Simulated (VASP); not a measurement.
# Sb (R-3m) in VASP: notebook, part 2 of 2

VASP 6.6.1.

## Step 4: Single point, PBE

Input file INCAR:

```
SYSTEM = Sb
ALGO = Fast
EDIFF = 1E-6
ENCUT = 500
GGA = PE
ISIF = 2
ISMEAR = 0
LASPH = .TRUE.
LCHARG = .FALSE.
LREAL = .FALSE.
LWAVE = .FALSE.
NBANDS = 22
NELM = 100
PREC = Accurate
SIGMA = 0.02
```

Input file KPOINTS:

```
k-points
0
G
  5 5 5
  0 0 0
```

Input file POSCAR:

```
Sb
1.0
    2.1542000000      1.2437279499      3.7580000000
   -2.1542000000      1.2437279499      3.7580000000
    0.0000000000     -2.4874558998      3.7580000000
Sb
2
Direct
    0.7665100000      0.7665100000      0.7665100000
    0.2334900000      0.2334900000      0.2334900000
```

Potentials or basis: VASP PAW PBE potentials, release 64 (Sb_d_GW).

On the command line:

```
> cat potpaw_PBE.64/Sb_d_GW/POTCAR > POTCAR
> mpirun -np 1 vasp_std > vasp.out
```

OUTCAR:

```text
SYSTEM = Sb
   EDIFF = 1E-6
   ENCUT = 500
   GGA = PE
   ISIF = 2
   ISMEAR = 0
   LASPH = .TRUE.
   LREAL = .FALSE.
   NELM = 100
   PREC = Accurate

 ion  position               nearest neighbor table
   1  0.767  0.767  0.767-   2 2.91   2 2.91   2 2.91   2 3.35   2 3.35   2 3.35
   2  0.233  0.233  0.233-   1 2.91   1 2.91   1 2.91   1 3.35   1 3.35   1 3.35

  LATTYP: Found a trigonal (rhomboedric) cell.
 ALAT       =     4.5066618304
 COS(alpha) =     0.5430253624

  Lattice vectors:

 A1 = (   2.1542000000,   1.2437279499,   3.7580000000)
 A2 = (  -2.1542000000,   1.2437279499,   3.7580000000)
 A3 = (   0.0000000000,  -2.4874558998,   3.7580000000)

Analysis of symmetry for initial positions (statically):
=====================================================================
 Subroutine PRICEL returns:
 Original cell was already a primitive cell.

 Routine SETGRP: Setting up the symmetry group for a
 trigonal (rhombohedral) supercell.

 Subroutine GETGRP returns: Found 12 space group operations
 (whereof 12 operations were pure point group operations)
 out of a pool of 12 trial point group operations.

The static configuration has the point symmetry D_3d.

Analysis of symmetry for dynamics (positions and initial velocities):
=====================================================================
 Subroutine PRICEL returns:
 Original cell was already a primitive cell.

 Routine SETGRP: Setting up the symmetry group for a
 trigonal (rhombohedral) supercell.

 Subroutine GETGRP returns: Found 12 space group operations
 (whereof 12 operations were pure point group operations)
 out of a pool of 12 trial point group operations.

The dynamic configuration has the point symmetry D_3d.

 Subroutine INISYM returns: Found 12 space group operations
 (whereof 12 operations are pure point group operations),
 and found     1 'primitive' translations

----------------------------------------------------------------------------------------

                                     Primitive cell

  volume of cell :      60.4115

  direct lattice vectors                    reciprocal lattice vectors
     2.154200000  1.243727950  3.758000000     0.232104726  0.134005726  0.088699663
    -2.154200000  1.243727950  3.758000000    -0.232104726  0.134005726  0.088699663
     0.000000000 -2.487455900  3.758000000     0.000000000 -0.268011452  0.088699663

  length of vectors
     4.506661830  4.506661830  4.506661830     0.282307932  0.282307932  0.282307932

  position of ions in fractional coordinates (direct lattice)
     0.766510000  0.766510000  0.766510000
     0.233490000  0.233490000  0.233490000

  ion indices of the primitive-cell ions
   primitive index   ion index
                 1           1
                 2           2

----------------------------------------------------------------------------------------

 KPOINTS: k-points

Automatic generation of k-mesh.
 Grid dimensions read from file:
 generate k-points for:    5    5    5

 Generating k-lattice:

  Cartesian coordinates                     Fractional coordinates (reciprocal lattice)
     0.046420945  0.026801145  0.017739933     0.200000000  0.000000000 -0.000000000
    -0.046420945  0.026801145  0.017739933     0.000000000  0.200000000 -0.000000000
     0.000000000 -0.053602290  0.017739933    -0.000000000 -0.000000000  0.200000000

  Length of vectors
     0.056461586  0.056461586  0.056461586

  Shift w.r.t. Gamma in fractional coordinates (k-lattice)
     0.000000000  0.000000000  0.000000000

 Subroutine IBZKPT returns following result:
 ===========================================

 Found     19 irreducible k-points:

 Following reciprocal coordinates:
            Coordinates               Weight
  0.000000  0.000000  0.000000      1.000000
  0.200000 -0.000000 -0.000000      6.000000
  0.400000 -0.000000  0.000000      6.000000
  0.200000  0.200000 -0.000000      6.000000
  0.400000  0.200000 -0.000000     12.000000
 -0.400000  0.200000  0.000000     12.000000
[... 11 lines left out ...]
  0.400000  0.400000  0.400000      2.000000
 -0.400000  0.400000  0.400000      6.000000
   k-points           NKPTS =     19   k-points in BZ     NKDIM =     19   number of bands    NBANDS=     22
   number of dos      NEDOS =    301   number of ions     NIONS =      2
   total plane-waves  NPLWV =  46656
   dimension x,y,z NGX =    36 NGY =   36 NGZ =   36
   dimension x,y,z NGXF=    72 NGYF=   72 NGZF=   72
   ions per type =               2
   NGX,Y,Z   is equivalent  to a cutoff of  13.28, 13.28, 13.28 a.u.
   NGXF,Y,Z  is equivalent  to a cutoff of  26.56, 26.56, 26.56 a.u.
 SYSTEM =  Sb
   PREC   = accura    normal or accurate (medium, high low for compatibility)
   ISTART =      0    job   : 0-new  1-cont  2-samecut
   ICHARG =      2    charge: 1-file 2-atom 10-const
   ISPIN  =      1    spin polarized calculation?
   LNONCOLLINEAR =      F non collinear calculations
   LSORBIT =      F    spin-orbit coupling
   LASPH  =      T    aspherical Exc in radial PAW
   ENCUT  =  500.0 eV  36.75 Ry    6.06 a.u.   8.22  8.22  8.22*2*pi/ulx,y,z
   NELM   =    100;   NELMIN=  2; NELMDL= -5     # of ELM steps
   EDIFF  = 0.1E-05   stopping-criterion for ELM
   LREAL  =      F    real-space projection
   EDIFFG = 0.1E-04   stopping-criterion for IOM
   NSW    =      0    number of steps for IOM
   IBRION =     -1    ionic relax: 0-MD 1-quasi-New 2-CG
   NFREE  =      0    steps in history (QN), initial steepest desc. (CG)
   ISIF   =      2    stress and relaxation
   ISYM   =      2    0-nonsym 1-usesym 2-fastsym
   POTIM  = 0.5000    time-step for ionic-motion
   TEBEG  =    0.0;   TEEND  =   0.0 temperature during run
   PSTRESS=    0.0 pullay stress
   NELECT =      30.0000    total number of electrons
   NUPDOWN=      -1.0000    fix difference up-down
   EMIN   =  10.00;   EMAX   =-10.00  energy-range for DOS
   EFERMI =   0.00;   METHOD = LEGACY
   ISMEAR =     0;   SIGMA  =   0.02  broadening in eV -4-tet -1-fermi 0-gaus
   EFERMI_NEDOS =   21; number of points for ismear=-14 and -15
   IALGO  =     68    algorithm
   IMIX   =      4    mixing-type and parameters
     AMIX     =   0.40;   BMIX     =  1.00
     AMIX_MAG =   1.60;   BMIX_MAG =  1.00
  volume/ion in A,a.u.               =      30.21       203.84
  Fermi-wavevector in a.u.,A,eV,Ry     =   1.296409  2.449858 22.866996  1.680677
  Thomas-Fermi vector in A             =   2.427867
   LORBIT       =      0    0 simple, 1 ext, 2 COOP (PROOUT), +10 PAW based schemes
   GGA     = PE    functional components
   LHFCALC =     F    Hartree Fock is set to
   AEXX    =    0.0000 exact exchange contribution
   IVDW    =     0    specifies the selected vdW correction
   LEPSILON=     F    determine dielectric tensor
   LRPA    =     F    only Hartree local field effects (RPA)
 non-spin polarized calculation
 RMM-DIIS sequential band-by-band and
 Gauss-broadening in eV      SIGMA  =   0.02
  energy-cutoff  :      500.00
  volume of cell :       60.41
 maximum number of plane-waves:      1547
 NGX is ok and might be reduce to    36
   NGX = 17   NGY = 17   NGZ = 17

 number of electron      30.0000008 magnetization

 Free energy of the ion-electron system (eV)
  ---------------------------------------------------
  ext. energy  EPLUGINS =         0.00000000
  ---------------------------------------------------
  free energy    TOTEN  =        -8.32449772 eV

  energy without entropy =       -8.32449772  energy(sigma->0) =       -8.32449772

 E-fermi :   5.3477     XC(G=0):  -9.9003

 val. band max:        5.2522755224   @ k =   0.4000   0.2000   0.2000
 cond. band min:       5.6295222975   @ k =   0.4000  -0.0000   0.0000
 fundamental gap:      0.3772467752
 Fermi energy:         5.3476841495

 k-point     1 :       0.0000    0.0000    0.0000
  band No.  band energies     occupation
      1     -24.1038      2.00000
      2     -24.1038      2.00000
      3     -24.0163      2.00000
      4     -24.0163      2.00000
      5     -23.9905      2.00000
      6     -23.9031      2.00000
[... 14 lines left out ...]
     21      10.6219      0.00000
     22      11.9792      0.00000
[... 427 lines left out ...]
  band No.  band energies     occupation
      1     -24.0591      2.00000
      2     -24.0534      2.00000
      3     -23.9981      2.00000
      4     -23.9913      2.00000
      5     -23.9698      2.00000
      6     -23.9211      2.00000
[... 14 lines left out ...]
     21      12.9058      0.00000
     22      15.5513      0.00000

------------------------ aborting loop because EDIFF is reached ----------------------------------------

  FORCE on cell =-STRESS in cart. coord.  units (eV):
  Direction    XX          YY          ZZ          XY          YZ          ZX
  --------------------------------------------------------------------------------------
  -------------------------------------------------------------------------------------
  Total        1.1814151      1.1814151      0.7540887      0.0000000     -0.0000000      0.0000000
  in kB       31.3323995     31.3323995     19.9992446      0.0000000     -0.0000000      0.0000000
  external PRESSURE =      27.5546812 kB  Pullay stress =       0.0000000 kB

 VOLUME and BASIS-vectors are now :
 -----------------------------------------------------------------------------
  energy-cutoff  :      500.00
  volume of cell :       60.41
      direct lattice vectors                 reciprocal lattice vectors
     2.154200000  1.243727950  3.758000000     0.232104726  0.134005726  0.088699663
    -2.154200000  1.243727950  3.758000000    -0.232104726  0.134005726  0.088699663
     0.000000000 -2.487455900  3.758000000     0.000000000 -0.268011452  0.088699663

 POSITION                                       TOTAL-FORCE (eV/Angst)
 -----------------------------------------------------------------------------------
      0.00000      0.00000      8.64163         0.000000     -0.000000     -0.036275
      0.00000      0.00000      2.63237         0.000000      0.000000      0.036275
 -----------------------------------------------------------------------------------
    total drift:                                0.000000     -0.000000      0.000000

  FREE ENERGIE OF THE ION-ELECTRON SYSTEM (eV)
  ---------------------------------------------------
  free  energy   TOTEN  =        -8.3244977154 eV

  energy  without entropy=       -8.3244977154  energy(sigma->0) =       -8.32449772
```

It took 34 s on 1 thread of Intel Xeon 6975P-C (Granite Rapids), shared host; peak memory 0.22 GiB.

What came out:

| Property | Result |
| --- | --- |
| Free energy | -8.3245 eV |
| Pressure | 2.8 GPa |
| Largest force | 0.036 eV/Å |
| Band gap on the k mesh | 0.38 eV, indirect (least direct gap 0.71 eV) |

Forces on the atoms (eV/Å):
```
Sb   0.000  0.000 -0.036
Sb   0.000  0.000  0.036
```

Levels at points of the mesh, in eV from the valence-band top:
| k point | band 12 | band 13 | band 14 | band 15 | band 16 | band 17 | band 18 | band 19 |
| --- | --- | --- | --- | --- | --- | --- | --- | --- |
| (0.00, 0.00, 0.00) | -4.72 | -1.96 | -1.69 | -1.69 | 2.21 | 2.81 | 2.81 | 5.26 |

Caveat: spin-orbit coupling is left out, which moves the levels of the heavy elements; an odd mesh through Γ misses points on the zone boundary, where band edges often lie.

## Step 5: The reference run

An earlier run on the cell as given: functional PBE; potentials or basis VASP PAW PBE potentials, release 64 (Sb); cutoff 520 eV; k mesh 8 × 8 × 8; occupations fermi-dirac, width 0.05 eV; no spin polarisation.

- Pressure: 2.8 GPa
- Largest force: 0.201 eV/Å
- Band gap on the k mesh: none (metal or under the smearing width)

## Step 6: Overview

```tsv
potentials or basis	k mesh	cutoff (eV)	smearing	gap on the mesh (eV)	pressure (GPa)	largest force (eV/Å)
VASP PAW PBE potentials, release 64 (Sb)	8 × 8 × 8	520	gaussian 0.05 eV	none	2.8	0.19
VASP PAW PBE potentials, release 64 (Sb_d_GW)	5 × 5 × 5	500	gaussian 0.02 eV	0.38	2.8	0.04
VASP PAW PBE potentials, release 64 (Sb)	8 × 8 × 8	520	fermi-dirac 0.05 eV	none	2.8	0.20
```

Alike in all rows: task single point; level PBE; no spin polarisation; cell as given.

Caveats: spin-orbit coupling is left out, which moves the levels of the heavy elements (some runs); an odd mesh through Γ misses points on the zone boundary, where band edges often lie (some runs).

Total energies depend on the potentials used, so only differences within one code and one set of settings carry meaning.
